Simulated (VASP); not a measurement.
# Sb (Im-3m) in VASP: a series of runs

The runs below take Sb through single point, with PBE.

Everything below comes from runs of VASP 6.6.1. Logs are shortened: lines on timing, memory, paths and dates and some standing lists are left out, and cuts for length are marked.

## Step 1: The crystal as given

It takes space group Im-3m (No. 229, cubic). Conventional cell: a = 3.743 Å, b = 3.743 Å, c = 3.743 Å, α = 90.00°, β = 90.00°, γ = 90.00°. Sb (site symmetry m-3m) has 8 Sb at 3.24 Å as nearest neighbours.

This isn't the form of Sb at room conditions, which is rhombohedral.

## Step 2: Single point, PBE

File INCAR:

```
SYSTEM = Sb
PREC = Accurate
ENCUT = 450
EDIFF = 1E-6
ISMEAR = 0
SIGMA = 0.5
LREAL = .False.
LASPH = .True.
NELM = 100
ALGO = Normal
ISIF = 2
LWAVE = .False.
LCHARG = .False.
GGA = PE
ADDGRID = .False.
```

File KPOINTS:

```
Automatic mesh
0
Gamma
  5 5 5
  0 0 0
```

File POSCAR:

```
Sb
1.0
   -1.8488020000      1.8498240000      1.9110830000
    1.8778730000     -1.8297390000      1.9200690000
    1.8451380000      1.8260750000     -1.8909980000
Sb
1
Direct
   -0.0010080000      0.0132760000      0.0062290000
```

Potentials or basis: VASP PAW PBE potentials, release 64 (Sb).

On the command line:

```sh
$ cat potpaw_PBE.64/Sb/POTCAR > POTCAR
$ mpirun -np 1 vasp_std > vasp.out
```

OUTCAR:

```text
SYSTEM = Sb
   PREC = Accurate
   ENCUT = 450
   EDIFF = 1E-6
   ISMEAR = 0
   LREAL = .False.
   LASPH = .True.
   NELM = 100
   ISIF = 2
   GGA = PE

 Found     63 irreducible k-points:

 Following reciprocal coordinates:
            Coordinates               Weight
  0.000000  0.000000  0.000000      1.000000
  0.200000 -0.000000  0.000000      2.000000
  0.400000  0.000000  0.000000      2.000000
 -0.000000  0.200000  0.000000      2.000000
  0.200000  0.200000  0.000000      2.000000
  0.400000  0.200000  0.000000      2.000000
   k-points           NKPTS =     63   k-points in BZ     NKDIM =     63   number of bands    NBANDS=      6
   number of dos      NEDOS =    301   number of ions     NIONS =      1
   total plane-waves  NPLWV =  13824
   dimension x,y,z NGX =    24 NGY =   24 NGZ =   24
   dimension x,y,z NGXF=    48 NGYF=   48 NGZF=   48
   ions per type =               1
   NGX,Y,Z   is equivalent  to a cutoff of  12.32, 12.28, 12.42 a.u.
   NGXF,Y,Z  is equivalent  to a cutoff of  24.64, 24.55, 24.85 a.u.
 SYSTEM =  Sb
   PREC   = accura    normal or accurate (medium, high low for compatibility)
   ISTART =      0    job   : 0-new  1-cont  2-samecut
   ICHARG =      2    charge: 1-file 2-atom 10-const
   ISPIN  =      1    spin polarized calculation?
   LNONCOLLINEAR =      F non collinear calculations
   LSORBIT =      F    spin-orbit coupling
   LASPH  =      T    aspherical Exc in radial PAW
   ENCUT  =  450.0 eV  33.07 Ry    5.75 a.u.   5.60  5.62  5.56*2*pi/ulx,y,z
   NELM   =    100;   NELMIN=  2; NELMDL= -5     # of ELM steps
   EDIFF  = 0.1E-05   stopping-criterion for ELM
   LREAL  =      F    real-space projection
   EDIFFG = 0.1E-04   stopping-criterion for IOM
   NSW    =      0    number of steps for IOM
   IBRION =     -1    ionic relax: 0-MD 1-quasi-New 2-CG
   NFREE  =      0    steps in history (QN), initial steepest desc. (CG)
   ISIF   =      2    stress and relaxation
   ISYM   =      2    0-nonsym 1-usesym 2-fastsym
   POTIM  = 0.5000    time-step for ionic-motion
   TEBEG  =    0.0;   TEEND  =   0.0 temperature during run
   PSTRESS=    0.0 pullay stress
   NELECT =       5.0000    total number of electrons
   NUPDOWN=      -1.0000    fix difference up-down
   EMIN   =  10.00;   EMAX   =-10.00  energy-range for DOS
   EFERMI =   0.00;   METHOD = LEGACY
   ISMEAR =     0;   SIGMA  =   0.50  broadening in eV -4-tet -1-fermi 0-gaus
   EFERMI_NEDOS =   21; number of points for ismear=-14 and -15
   IALGO  =     38    algorithm
   IMIX   =      4    mixing-type and parameters
     AMIX     =   0.40;   BMIX     =  1.00
     AMIX_MAG =   1.60;   BMIX_MAG =  1.00
  volume/ion in A,a.u.               =      26.21       176.89
  Fermi-wavevector in a.u.,A,eV,Ry     =   0.942378  1.780837 12.083020  0.888077
  Thomas-Fermi vector in A             =   2.069982
   LORBIT       =      0    0 simple, 1 ext, 2 COOP (PROOUT), +10 PAW based schemes
   GGA     = PE    functional components
   LHFCALC =     F    Hartree Fock is set to
   AEXX    =    0.0000 exact exchange contribution
   IVDW    =     0    specifies the selected vdW correction
   LEPSILON=     F    determine dielectric tensor
   LRPA    =     F    only Hartree local field effects (RPA)
 non-spin polarized calculation
 Gauss-broadening in eV      SIGMA  =   0.50
  energy-cutoff  :      450.00
  volume of cell :       26.21
 maximum number of plane-waves:       584
 NGX is ok and might be reduce to    24
   NGX = 11   NGY = 11   NGZ = 11

 number of electron       5.0000000 magnetization

 Free energy of the ion-electron system (eV)
  ---------------------------------------------------
  ext. energy  EPLUGINS =         0.00000000
  ---------------------------------------------------
  free energy    TOTEN  =        -3.95926614 eV

  energy without entropy =       -3.86395446  energy(sigma->0) =       -3.91161030

 E-fermi :   8.8801     XC(G=0): -10.3504

 val. band max:        8.8762758471   @ k =  -0.4000   0.0000   0.2000
 cond. band min:       8.8934938497   @ k =  -0.2000   0.4000   0.0000
 fundamental gap:      0.0172180025
 Fermi energy:         8.8800612668

 k-point     1 :       0.0000    0.0000    0.0000
  band No.  band energies     occupation
      1      -4.2582      2.00000
      2      14.2742      0.00000
      3      14.5219      0.00000
      4      14.6670      0.00000
      5      19.1220      0.00000
      6      19.3500      0.00000

 k-point     2 :       0.2000   -0.0000    0.0000
  band No.  band energies     occupation
      1      -3.4184      2.00000
      2       9.8428      0.00647
      3      12.6503      0.00000
      4      13.9060      0.00000
      5      17.0106      0.00000
      6      17.3876      0.00000

 k-point     3 :       0.4000    0.0000    0.0000
  band No.  band energies     occupation
      1      -1.0776      2.00000
      2       4.3425      2.00000
      3      10.9180      0.00000
      4      12.9095      0.00000
      5      15.5876      0.00000
      6      16.0832      0.00000

 k-point     4 :      -0.0000    0.2000    0.0000
  band No.  band energies     occupation
      1      -3.4354      2.00000
      2       9.6880      0.02231
      3      12.8000      0.00000
      4      14.0264      0.00000
      5      17.1543      0.00000
      6      17.5365      0.00000

 k-point     5 :       0.2000    0.2000    0.0000
  band No.  band energies     occupation
      1      -1.8628      2.00000
      2       6.8156      2.00000
      3       8.7671      1.25060
      4      12.4922      0.00000
      5      17.5220      0.00000
      6      18.4450      0.00000

 k-point     6 :       0.4000    0.2000    0.0000
  band No.  band energies     occupation
      1       0.2886      2.00000
      2       3.7067      2.00000
      3       7.3264      1.99999
      4      11.6794      0.00000
      5      17.1492      0.00000
      6      19.5239      0.00000

 [... further k-points ...]

------------------------ aborting loop because EDIFF is reached ----------------------------------------

  FORCE on cell =-STRESS in cart. coord.  units (eV):
  Direction    XX          YY          ZZ          XY          YZ          ZX
  --------------------------------------------------------------------------------------
  -------------------------------------------------------------------------------------
  Total        0.1791893      0.1552975      0.2961590      0.0155619     -0.0775639     -0.1273932
  in kB       10.9522647      9.4919739     18.1015980      0.9511604     -4.7407964     -7.7864269
  external PRESSURE =      12.8486122 kB  Pullay stress =       0.0000000 kB

 VOLUME and BASIS-vectors are now :
 -----------------------------------------------------------------------------
  energy-cutoff  :      450.00
  volume of cell :       26.21
      direct lattice vectors                 reciprocal lattice vectors
    -1.848802000  1.849824000  1.911083000    -0.001760844  0.270622024  0.259612708
     1.877873000 -1.829739000  1.920069000     0.266576263 -0.001149462  0.259001326
     1.845138000  1.826075000 -1.890998000     0.268894891  0.272329269 -0.003468089

 POSITION                                       TOTAL-FORCE (eV/Angst)
 -----------------------------------------------------------------------------------
     -1.81051      1.83504      1.92287         0.000000     -0.000000      0.000000
 -----------------------------------------------------------------------------------
    total drift:                               -0.000000      0.000000     -0.000000

  FREE ENERGIE OF THE ION-ELECTRON SYSTEM (eV)
  ---------------------------------------------------
  free  energy   TOTEN  =        -3.9592661448 eV

  energy  without entropy=       -3.8639544603  energy(sigma->0) =       -3.91161030
```

It took 9.9 s on 1 thread of AMD EPYC 7R43 (Zen 3), shared host; peak memory 0.1 GiB.

The run converged, but some of its settings lie outside the range that counts as converged, so its numbers aren't taken as properties of the crystal.

Results:

```yaml
Free_energy: -3.9593 eV
Pressure: 1.3 GPa
Band_gap_on_the_k_mesh: none (metal or under the smearing width)
```

Caveat: the k mesh is coarse (spacing up to 0.48 Å⁻¹), so the values aren't converged.

## Step 3: Single point, PBE

Edit INCAR of step 2 so:

```diff
@@ -5,3 +5,3 @@
 ISMEAR = 0
-SIGMA = 0.5
+SIGMA = 0.2
 LREAL = .False.
```

KPOINTS is that of step 2.

File POSCAR:

```
Sb
1.0
   -1.8713408863      1.8713408863      1.8713408863
    1.8713408863     -1.8713408863      1.8713408863
    1.8713408863      1.8713408863     -1.8713408863
Sb
1
Direct
    0.0000000000      0.0000000000      0.0000000000
```

Potentials or basis: VASP PAW PBE potentials, release 64 (Sb).

On the command line:

```sh
$ cat potpaw_PBE.64/Sb/POTCAR > POTCAR
$ mpirun -np 1 vasp_std > vasp.out
```

Run time: 3 s. Hardware: 1 thread of AMD EPYC 7R43 (Zen 3), shared host; peak memory 0.1 GiB.

The run converged, but some of its settings lie outside the range that counts as converged, so its numbers aren't taken as properties of the crystal.

What came out:

```
Free energy            : -3.8939 eV
Pressure               : 1.3 GPa
Band gap on the k mesh : none (metal or under the smearing width)
```

Caveat: the k mesh is coarse (spacing up to 0.47 Å⁻¹), so the values aren't converged.

## Step 4: Single point, PBE

INCAR is that of step 3.

KPOINTS is that of step 3.

File POSCAR:

```
Sb
1.0
   -1.8488020000      1.8498240000      1.9110830000
    1.8778730000     -1.8297390000      1.9200690000
    1.8451380000      1.8260750000     -1.8909980000
Sb
1
Direct
   -0.0010080000      0.0132760000      0.0062290000
```

On the command line:

```sh
$ cat potpaw_PBE.64/Sb/POTCAR > POTCAR
$ mpirun -np 1 vasp_std > vasp.out
```

Run time: 8.4 s. Hardware: 1 thread of AMD EPYC 7R43 (Zen 3), shared host; peak memory 0.1 GiB.

The run converged, but some of its settings lie outside the range that counts as converged, so its numbers aren't taken as properties of the crystal.

What came out:

* Free energy: -3.9091 eV
* Pressure: 1.1 GPa
* Band gap on the k mesh: none (metal or under the smearing width)

Caveat: the k mesh is coarse (spacing up to 0.48 Å⁻¹), so the values aren't converged.
